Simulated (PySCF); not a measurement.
Isomers of C5H6.

All values: B3LYP/def2-SVPD (PySCF) at PBE0-D3(BJ)/def2-SVP geometries, gas phase, one conformer each. Core orbitals are frozen in the response; Δα² is half the sum of the squared differences of the principal polarisabilities. Dipoles and anisotropies that the point group forbids are given as zero.

(1) Rank by dipole moment, lowest first.
A. `C1=CCC=C1`
B. `C#C/C=C/C`
C. `C1C23CC12C3`

(2) Rank by mean static polarisability, lowest first.
A. `C#CC(=C)C`
B. `C1=CCC=C1`
C. `C(/C=C/C)#C`
D. `C1C23CC12C3`

(3) Rank by vertical ionisation energy (ΔSCF), highest first.
A. `C1C23CC12C3`
B. `C#CC(=C)C`
C. `C1=CCC=C1`
D. `C#C/C=C/C`

## Answers

(1) C (0.00 D), A (0.49 D), B (1.11 D).

(2) D (7.70 Å³), B (8.41 Å³), A (9.32 Å³), C (9.73 Å³).

(3) A (9.67 eV), B (9.03 eV), D (8.84 eV), C (8.46 eV).

All values together:

| SMILES | μ (D) | HOMO (eV) | LUMO (eV) | α (Å³) | Δα (Å³) | ΔSCF removal energy (eV) |
| --- | --- | --- | --- | --- | --- | --- |
| C1=CCC=C1 | 0.49 | -6.15 | -0.78 | 8.41 | 3.69 | 8.46 |
| C1C23CC12C3 | 0.00 | -7.30 | 0.12 | 7.70 | 0.95 | 9.67 |
| C#C/C=C/C | 1.11 | -6.60 | -0.98 | 9.73 | 8.62 | 8.84 |
| C#CC(=C)C | 0.50 | -6.79 | -1.04 | 9.32 | 5.84 | 9.03 |
